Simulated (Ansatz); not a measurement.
Phases of AlCo at 89 GPa

Structure types of AlCo are relaxed in primitive cells with their symmetry kept at 89 GPa, on PAW files; LAPW relaxes the small cells further and takes the PAW cell for the others (marked *). The enthalpy is E + pV at zero temperature, without zero-point motion. Only the types listed were tried, and differences under about 5 meV/atom are mesh noise. The real phase may be another.

All numbers are PBE results (scalar-relativistic) from Ansatz 0.2.0, with Fermi–Dirac smearing of 0.08 eV, no spin polarisation. Methods: LAPW: all electrons, basis error target 0.5 meV/atom; PAW: frozen-core files, cutoff 420 eV.

k meshes: rocksalt 15×15×15, CsCl 15×15×15, WC 16×16×14, NiAs 12×12×7, zincblende 13×13×13.

Spin polarisation is left out, though a magnetic state may lie lower.

```
start type                   ends as          a, b, c (Å)  V (Å³/atom)  H − H(lowest), LAPW (meV/atom)
  rocksalt           rocksalt, Fm-3m  4.252, 4.252, 4.252         9.61                          1522.2
      CsCl               CsCl, Pm-3m  2.600, 2.600, 2.600         8.79                             0.0
        WC       distorted WC, P-6m2  2.442, 2.442, 3.517         9.08                           489.9
     NiAs*  distorted NiAs, P6_3/mmc  2.440, 2.440, 7.047         9.09                               ?
zincblende         zincblende, F-43m  4.506, 4.506, 4.506        11.44                               ?
```

What belongs in the row "NiAs*", column "H − H(lowest), LAPW (meV/atom)"?

494.5.

What belongs in the row "zincblende", column "H − H(lowest), LAPW (meV/atom)"?

3783.7.

Split the lead of CsCl over distorted WC into energy and pV.

For distorted WC less CsCl: ΔE = +331.6 meV/atom, and p·ΔV = 89 GPa × +0.2850 Å³ × 6.242 meV/(GPa·Å³) = +158.3 meV/atom, together 489.9 meV/atom. CsCl wins on both counts.
